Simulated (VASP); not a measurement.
Input of a VASP 6.6.1 run:

Contents of INCAR:

```
PREC = Accurate
ENCUT = 520
EDIFF = 1E-6
ISMEAR = 0
SIGMA = 0.1
LREAL = F
LASPH = T
NELM = 100
ALGO = Fast
ISIF = 2
LWAVE = F
LCHARG = T
GGA = PS
LELF = T
LVHAR = T
NBANDS = 35
```

Contents of KPOINTS:

```
Automatic mesh
0
Gamma
  6 6 6
```

Contents of POSCAR:

```
Al2O3
1.0
    2.3802500000      1.3742379782      4.3318666667
   -2.3802500000      1.3742379782      4.3318666667
    0.0000000000     -2.7484759565      4.3318666667
Al O
4 6
Direct
    0.3521600000      0.3521600000      0.3521600000
    0.1478400000      0.1478400000      0.1478400000
    0.6478400000      0.6478400000      0.6478400000
    0.8521600000      0.8521600000      0.8521600000
    0.5566800000      0.9433200000      0.2500000000
    0.2500000000      0.5566800000      0.9433200000
    0.9433200000      0.2500000000      0.5566800000
    0.4433200000      0.0566800000      0.7500000000
    0.7500000000      0.4433200000      0.0566800000
    0.0566800000      0.7500000000      0.4433200000
```

Potentials or basis: VASP PAW PBE potentials, release 64 (Al, O).

The run is started by

```console
$ cat potpaw_PBE.64/Al/POTCAR potpaw_PBE.64/O/POTCAR > POTCAR
$ mpirun -np 1 vasp_std > vasp.out
```

**Question.** What does it give for the largest force?

**Answer.** 0.087 eV/Å.

**Question.** What does it give for the pressure?

**Answer.** 1.8 GPa.

**Question.** Predict the band gap on the k mesh.

**Answer.** 6.12 eV, direct.

Stress tensor (GPa, compression positive):
```
2.01 0.00 0.00
0.00 2.01 0.00
0.00 0.00 1.29
```

Caveat: the PAW data sets were made with another functional, which shifts forces and pressure a little.

**Measured values to compare with.**

“Multi-petahertz electron interference in Cr:Al2O3 solid-state material”, 2018, pmc:5906618 quotes, for a bulk crystal of Al2O3: band gap 8.7 eV (optical).

A measured gap of Al2O3 is 8.7 eV (optical; quoted in “Multi-petahertz electron interference in Cr:Al2O3 solid-state material”, 2018, pmc:5906618); the calculated 6.12 eV misses it by -2.58 eV. The value is that of PBEsol on a finite k mesh, which can miss the band edges, without temperature or zero-point motion. Semilocal functionals fall short of measured gaps as a rule.
